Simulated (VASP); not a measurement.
Runs of VASP 6.6.1 on GaP. It takes space group F-43m (No. 216, cubic). The conventional cell has a = 5.452 Å, b = 5.452 Å, c = 5.452 Å, α = 90.00°, β = 90.00°, γ = 90.00°. Ga (site symmetry -43m) is surrounded by 4 P at 2.36 Å. Around P (site symmetry -43m) lie 4 Ga at 2.36 Å. The cell is a database's computed one.

```tsv
task	level	potentials or basis	cell	cutoff (eV)	gap on the mesh (eV)	pressure (GPa)	relaxed volume (Å³/atom)
relaxation of cell and atoms	RPBE	VASP PAW PBE potentials, release 64 (Ga_d, P)	relaxed	600	1.50	0.0	(b)
single point	PBEsol	VASP PAW PBE potentials, release 64 (Ga_d, P)	as given	520	1.52	(a)	-
relaxation of cell and atoms	PBEsol	VASP PAW PBE potentials, release 64 (Ga, P)	relaxed	580	1.55	0.0	20.50
relaxation of cell and atoms	LDA	VASP PAW LDA potentials, release 64 (Ga_d, P)	relaxed	600	1.43	0.0	19.61
relaxation of cell and atoms	PBEsol	VASP PAW PBE potentials, release 64 (Ga_d, P)	relaxed	600	1.50	0.0	(c)
```

Alike in all rows: no spin polarisation; k mesh 8 × 8 × 8; smearing gaussian 0.02 eV.

Q: Fill in the values left out.

A: (a) -0.7; (b) 21.41; (c) 20.09.

Caveats: the PAW data sets were made with another functional, which shifts forces and pressure a little (some runs).

A k mesh can miss the band edges, and the runs leave out spin-orbit coupling on Ga.

The runs don't all hold the same shells in valence.

Runs at the PBE level aren't shown here.
